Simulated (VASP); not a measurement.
**YN in VASP 6.6.1, single-point calculation**

INCAR

```
LDAU = .TRUE.
LWAVE = .FALSE.
METAGGA = R2SCAN
LREAL = .FALSE.
ISMEAR = 0
NELM = 120
SIGMA = 0.01
ENCUT = 520
IBRION = -1
ALGO = Damped
LASPH = .TRUE.
LDAUL = 2 -1
LMAXMIX = 4
LDAUJ = 0 0
ISIF = 2
LCHARG = .FALSE.
TIME = 0.1
LDAUU = 5.0 0
LDAUTYPE = 2
EDIFF = 1E-7
PREC = High
NBANDS = 15
NSW = 0
```

KPOINTS

```
KPOINTS created by Atomic Simulation Environment
0
Gamma
10 10 10
0 0 0
```

POSCAR

```
Y  N
 1.0000000000000000
     0.0000000000000000    2.4480481426657112    2.4480481426657112
     2.4480481426657112    0.0000000000000000    2.4480481426657112
     2.4480481426657112    2.4480481426657112    0.0000000000000000
 Y   N
   1   1
Cartesian
  0.0000000000000000  0.0000000000000000  0.0000000000000000
  2.4480481426657112  2.4480481426657112  2.4480481426657112
```

The recommended PBE PAW datasets give the neutral cell 16 valence electrons.

Command

```
mpirun -np 1 vasp_std
```

OSZICAR

```
N       E                     dE             d eps       ncg     rms           ort
DAV:   1     0.589167949514E+02    0.58917E+02   -0.95192E+03   705   0.115E+03
DAV:   2    -0.294929699359E+02   -0.88410E+02   -0.79171E+02   705   0.257E+02
DAV:   3    -0.390196698882E+02   -0.95267E+01   -0.88614E+01   705   0.697E+01
DAV:   4    -0.400726140168E+02   -0.10529E+01   -0.10169E+01   705   0.236E+01
DAV:   5    -0.402276496300E+02   -0.15504E+00   -0.15130E+00   705   0.721E+00
SDA:   6    -0.238596370741E+02    0.16368E+02   -0.29833E+01   705   0.298E+02   0.000E+00
DMP:   7    -0.265388619939E+02   -0.26792E+01   -0.33455E+01   705   0.183E+02   0.238E+02
DMP:   8    -0.292571942986E+02   -0.27183E+01   -0.20405E+01   705   0.703E+01   0.211E+02
DMP:   9    -0.306943839674E+02   -0.14372E+01   -0.68780E+00   705   0.150E+01   0.848E+01
DMP:  10    -0.310206859240E+02   -0.32630E+00   -0.44776E-01   705   0.652E+00  -0.321E+00
...
DMP: 100    -0.313600615524E+02   -0.13045E-06   -0.12157E-06   705   0.428E-06   0.124E-05
DMP: 101    -0.313600616780E+02   -0.12569E-06   -0.11717E-06   705   0.412E-06   0.120E-05
DMP: 102    -0.313600617993E+02   -0.12126E-06   -0.11298E-06   705   0.397E-06   0.115E-05
DMP: 103    -0.313600619165E+02   -0.11723E-06   -0.10889E-06   705   0.382E-06   0.111E-05
DMP: 104    -0.313600620293E+02   -0.11281E-06   -0.10488E-06   705   0.368E-06   0.107E-05
DMP: 105    -0.313600621381E+02   -0.10874E-06   -0.10095E-06   705   0.353E-06   0.103E-05
DMP: 106    -0.313600622430E+02   -0.10491E-06   -0.97178E-07   705   0.340E-06   0.995E-06
DMP: 107    -0.313600623437E+02   -0.10072E-06   -0.93595E-07   705   0.328E-06   0.958E-06
DMP: 108    -0.313600624409E+02   -0.97159E-07   -0.90230E-07   705   0.317E-06   0.923E-06
   1 F= -.31360062E+02 E0= -.31360062E+02  d E =-.321210E-15
```

Standard output (part)

```
POSCAR found type information on POSCAR Y N
 POSCAR found :  2 types and       2 ions
 LDA part: xc-table for (None), standard interpolation
 POSCAR, INCAR and KPOINTS ok, starting setup
 WAVECAR not read
 entering main loop
 final diagonalization occupied
```

From OUTCAR

```
k-points           NKPTS =     47   k-points in BZ     NKDIM =     47   number of bands    NBANDS=     15

   NELECT =      16.0000    total number of electrons

   dimension x,y,z NGX =    28 NGY =   28 NGZ =   28
   dimension x,y,z NGXF=    40 NGYF=   40 NGZF=   40

  energy-cutoff  :      520.00
  volume of cell :       29.34
      direct lattice vectors                 reciprocal lattice vectors
     0.000000000  2.448048143  2.448048143    -0.204244349  0.204244349  0.204244349
     2.448048143  0.000000000  2.448048143     0.204244349 -0.204244349  0.204244349
     2.448048143  2.448048143  0.000000000     0.204244349  0.204244349 -0.204244349

 k-points in reciprocal lattice and weights: KPOINTS created by Atomic Simulation Env
   0.00000000  0.00000000  0.00000000       0.001
   0.10000000  0.00000000  0.00000000       0.008
   0.20000000  0.00000000  0.00000000       0.008
   0.30000000  0.00000000  0.00000000       0.008
   0.40000000  0.00000000  0.00000000       0.008
   0.50000000  0.00000000  0.00000000       0.004
   0.10000000  0.10000000  0.00000000       0.006
   0.20000000  0.10000000  0.00000000       0.024
   ...

 E-fermi :   4.4766

 k-point     1 :       0.0000    0.0000    0.0000
  band No.  band energies     occupation
      1     -38.5286      2.00000
      2     -17.4808      2.00000
      3     -17.4808      2.00000
      4     -17.4807      2.00000
      5      -9.2593      2.00000
      6       4.4269      2.00000
      7       4.4269      2.00000
      8       4.4269      2.00000
      9       8.9458      0.00000
     10       9.1597      0.00000
     11       9.1597      0.00000
     12       9.1597      0.00000
     13      11.0059      0.00000
     14      11.0059      0.00000
     15      15.5625      0.00000

 k-point     2 :       0.1000    0.0000    0.0000
  band No.  band energies     occupation
      1     -38.5176      2.00000
      2     -17.5980      2.00000
      3     -17.4883      2.00000
      4     -17.4883      2.00000
      5      -9.0891      2.00000
      6       3.8424      2.00000
      7       4.1704      2.00000
      8       4.1705      2.00000
      9       9.0597      0.00000
     10       9.3962      0.00000
     11       9.3962      0.00000
     12       9.5935      0.00000
     13      11.4530      0.00000
     14      11.4530      0.00000
     15      16.3062      0.00000

 k-point     3 :       0.2000    0.0000    0.0000
  band No.  band energies     occupation
      1     -38.4886      2.00000
      2     -17.8881      2.00000
      3     -17.5079      2.00000
      4     -17.5079      2.00000
      5      -8.6504      2.00000
      6       2.6772      2.00000
      7       3.6105      2.00000
      8       3.6105      2.00000
      9       9.0730      0.00000
     10      10.0532      0.00000
     11      10.0532      0.00000
     12      10.8702      0.00000
     13      12.5863      0.00000
     14      12.5863      0.00000
     15      18.0605      0.00000

 ...

  Total        2.8140007      2.8140007      2.8140007      0.0000000     -0.0000000      0.0000000
  in kB      153.6543721    153.6543721    153.6543721      0.0000000     -0.0000000      0.0000000
  external PRESSURE =     153.6543721 kB  Pullay stress =       0.0000000 kB

 POSITION                                       TOTAL-FORCE (eV/Angst)
 -----------------------------------------------------------------------------------
      0.00000      0.00000      0.00000        -0.000000      0.000000     -0.000000
      2.44805      2.44805      2.44805         0.000000     -0.000000      0.000000
 -----------------------------------------------------------------------------------
    total drift:                                0.000000      0.000000      0.000000

  FREE ENERGIE OF THE ION-ELECTRON SYSTEM (eV)
  ---------------------------------------------------
  free  energy   TOTEN  =       -31.3600624409 eV

  energy  without entropy=      -31.3600624409  energy(sigma->0) =      -31.36006244
```

It converged. Results: gap between bands v and c on the k mesh 1.48 eV; least direct gap on the k mesh 1.94 eV; pressure 15.4 GPa. Band v is the last that the valence electrons fill when counted band by band, and c is the next.

For comparison, a separate r²SCAN run of the intended cell, on usual settings and not on those above, gives a gap of 0.60 eV on its mesh and a pressure of 0.0 GPa.

The run above took about 6.7 min on one core of a shared host (Intel Xeon Platinum 8488C) and held 0.17 GiB at most.
